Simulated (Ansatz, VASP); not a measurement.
## One calculation of AlN, two programs

```
Al N
1.0
     3.10894    0.00000    0.00000
    -1.55447    2.69242    0.00000
     0.00000    0.00000    4.97781
Al N
2 2
Direct
  0.33333 0.66667 0.00156
  0.66667 0.33333 0.50156
  0.33333 0.66667 0.38344
  0.66667 0.33333 0.88344
```

Alike in both runs: functional PBE; dispersion D3(BJ); k mesh 9 × 9 × 6; occupations gaussian, width 0.02 eV; no spin polarisation.

Ansatz relaxed the structure, and its values are those at the end. VASP's run is a single point on that final structure, the one shown.

|  | VASP | Ansatz |
| --- | --- | --- |
| version | VASP 6.6.1 | Ansatz 0.2.0 |
| potentials or method | VASP PAW PBE potentials, release 64 (Al, N) | scalar-relativistic, plane waves, PAW |
| plane-wave cutoff (eV) | 520 | 420 |
| valence electrons in the cell | 16 | 16 |

VASP gave:

```
gap on the k mesh at the Fermi level (eV) : 4.23
least direct gap on the mesh (eV)         : 4.23
pressure (GPa)                            : -0.2
```

Task: Estimate Ansatz's values.

Result: gap on the k mesh at the Fermi level (eV): 4.22; least direct gap on the mesh (eV): 4.22; pressure (GPa): 0.0.

Caveats: an odd mesh through Γ misses points on the zone boundary, where band edges often lie. As with any semilocal functional, this PBE gap is likely too small.
